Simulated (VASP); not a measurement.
Input of a VASP 6.6.1 run:

The input INCAR:

```
SYSTEM = MnO
PREC = Accurate ; ENCUT = 520
EDIFF = 1E-6 ; ISMEAR = 0
SIGMA = 0.05 ; LREAL = .FALSE.
LASPH = .TRUE. ; NELM = 150
ALGO = Normal ; ISIF = 2
LWAVE = .FALSE. ; LCHARG = .TRUE.
ISPIN = 2 ; MAGMOM = 4 0
LORBIT = 11 ; NUPDOWN = 0
LMAXMIX = 4 ; LDAU = .TRUE.
LDAUTYPE = 2 ; LDAUL = 2 -1
LDAUU = 2 0 ; LDAUJ = 0 0
LDAUPRINT = 1 ; GGA = PE
LELF = .TRUE. ; LVHAR = .TRUE.
```

File KPOINTS:

```
regular mesh
0
G
  7 7 7
  0 0 0
```

The input POSCAR:

```
MnO
1.0
    2.9694859100      0.0000000000      0.0000000000
   -1.4847429600      2.5716502300      0.0000000000
    0.0000000000      0.0000000000      2.8980711300
Mn O
1 1
Direct
    0.0000000000      0.0000000000      0.0000000000
    0.6666666667      0.3333333333      0.5000000000
```

Potentials or basis: VASP PAW PBE potentials, release 64 (Mn_pv, O).

Launch:

```bash
$ cat potpaw_PBE.64/Mn_pv/POTCAR potpaw_PBE.64/O/POTCAR > POTCAR
$ mpirun -np 1 vasp_std > vasp.out
```

(1) Predict the pressure.

Answers

(1) -24.3 GPa.

Caveat: the moment is held away from its start; the total moment is fixed, so each spin has its own Fermi level.
